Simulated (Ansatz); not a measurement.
Input, command and steps of an Ansatz relaxation.

```yaml
crystal:
  lattice:
    - [-3.3376193409, 3.3376193409, 3.3376193409]
    - [3.3376193409, -3.3376193409, 3.3376193409]
    - [3.3376193409, 3.3376193409, -3.3376193409]
  atoms:
    - { symbol: Ga, position: [0.25, 0.625, 0.375] }
    - { symbol: Ga, position: [0.375, 0.25, 0.625] }
    - { symbol: Ga, position: [0.75, 0.875, 0.125] }
    - { symbol: Ga, position: [0.125, 0.75, 0.875] }
    - { symbol: Ga, position: [0.625, 0.375, 0.25] }
    - { symbol: Ga, position: [0.875, 0.125, 0.75] }
    - { symbol: H, position: [0.625, 0.75, 0.375] }
    - { symbol: H, position: [0.25, 0.125, 0.875] }
    - { symbol: H, position: [0.875, 0.25, 0.125] }
    - { symbol: H, position: [0.75, 0.375, 0.625] }
    - { symbol: H, position: [0.375, 0.625, 0.75] }
    - { symbol: H, position: [0.125, 0.875, 0.25] }
basis:
  ecutwfc: 420
kpoints:
  mp_grid: { grid: [6, 6, 6] }
hamiltonian:
  xc: pbe
scf:
  occupations: { method: gaussian, width: 0.1 }
output:
  forces: true
  stress: true
  eigenvalues: true
relax:
  adjacent_minimum: "off"
  f_tol: 0.025
  max_steps: 70
  cell: { stress_tol: 0.12 }
```

```bash
ansatz run input.yaml --threads 2 --pin off --max-ram 5120MiB --backend cpu --events-out ev --progress --plain --runs-dir out
```

Computed with Ansatz, DFT PBE, scalar-relativistic, plane waves, PAW.

Of 3 frames 3 are shown, positions in Å and forces in eV/Å; the SCF threshold varies from step to step. Steps run on the plane waves of an earlier cell, with a Pulay correction in the pressure. The basis is chosen afresh for the last frame, the zero of the energies, and can be on the way; energy and pressure step there, also at an unchanged geometry.

```xyz
12
Lattice="-3.3376 3.3376 3.3376 3.3376 -3.3376 3.3376 3.3376 3.3376 -3.3376" Properties=species:S:1:pos:R:3:forces:R:3 pbc="T T T" step=1 free_energy_over_end_meV_per_atom=0.10 pressure_GPa=-0.31
Ga    2.5032    0.0000    1.6688    0.0000    0.0000    0.0000
Ga    1.6688    2.5032    0.0000    0.0000    0.0000    0.0000
Ga    0.8344    0.0000    5.0064    0.0000    0.0000    0.0000
Ga    5.0064    0.8344    0.0000    0.0000    0.0000    0.0000
Ga    0.0000    1.6688    2.5032    0.0000    0.0000    0.0000
Ga    0.0000    5.0064    0.8344    0.0000    0.0000    0.0000
H     1.6688    0.8344    3.3376    0.0000    0.0000    0.0000
H     2.5032    3.3376   -1.6688    0.0000    0.0000    0.0000
H    -1.6688    2.5032    3.3376    0.0000    0.0000    0.0000
H     0.8344    3.3376    1.6688    0.0000    0.0000    0.0000
H     3.3376    1.6688    0.8344    0.0000    0.0000    0.0000
H     3.3376   -1.6688    2.5032    0.0000    0.0000    0.0000
12
Lattice="-3.3270 3.3270 3.3270 3.3270 -3.3270 3.3270 3.3270 3.3270 -3.3270" Properties=species:S:1:pos:R:3:forces:R:3 pbc="T T T" step=2 free_energy_over_end_meV_per_atom=-0.07 pressure_GPa=0.06
Ga    2.4952    0.0000    1.6635    0.0000    0.0000    0.0000
Ga    1.6635    2.4952    0.0000    0.0000    0.0000    0.0000
Ga    0.8317    0.0000    4.9905    0.0000    0.0000    0.0000
Ga    4.9905    0.8317    0.0000    0.0000    0.0000    0.0000
Ga    0.0000    1.6635    2.4952    0.0000    0.0000    0.0000
Ga    0.0000    4.9905    0.8317    0.0000    0.0000    0.0000
H     1.6635    0.8317    3.3270    0.0000    0.0000    0.0000
H     2.4952    3.3270   -1.6635    0.0000    0.0000    0.0000
H    -1.6635    2.4952    3.3270    0.0000    0.0000    0.0000
H     0.8317    3.3270    1.6635    0.0000    0.0000    0.0000
H     3.3270    1.6635    0.8317    0.0000    0.0000    0.0000
H     3.3270   -1.6635    2.4952    0.0000    0.0000    0.0000
12
Lattice="-3.3270 3.3270 3.3270 3.3270 -3.3270 3.3270 3.3270 3.3270 -3.3270" Properties=species:S:1:pos:R:3:forces:R:3 pbc="T T T" step=3 free_energy_over_end_meV_per_atom=0.00 pressure_GPa=0.06
Ga    2.4952    0.0000    1.6635    0.0000    0.0000    0.0000
Ga    1.6635    2.4952    0.0000    0.0000    0.0000    0.0000
Ga    0.8317    0.0000    4.9905    0.0000    0.0000    0.0000
Ga    4.9905    0.8317    0.0000    0.0000    0.0000    0.0000
Ga    0.0000    1.6635    2.4952    0.0000    0.0000    0.0000
Ga    0.0000    4.9905    0.8317    0.0000    0.0000    0.0000
H     1.6635    0.8317    3.3270    0.0000    0.0000    0.0000
H     2.4952    3.3270   -1.6635    0.0000    0.0000    0.0000
H    -1.6635    2.4952    3.3270    0.0000    0.0000    0.0000
H     0.8317    3.3270    1.6635    0.0000    0.0000    0.0000
H     3.3270    1.6635    0.8317    0.0000    0.0000    0.0000
H     3.3270   -1.6635    2.4952    0.0000    0.0000    0.0000
```

It took 10 s on 2 threads of INTEL(R) XEON(R) PLATINUM 8581C CPU @ 2.10GHz (Emerald Rapids), on a shared host, peak memory 0.51 GiB.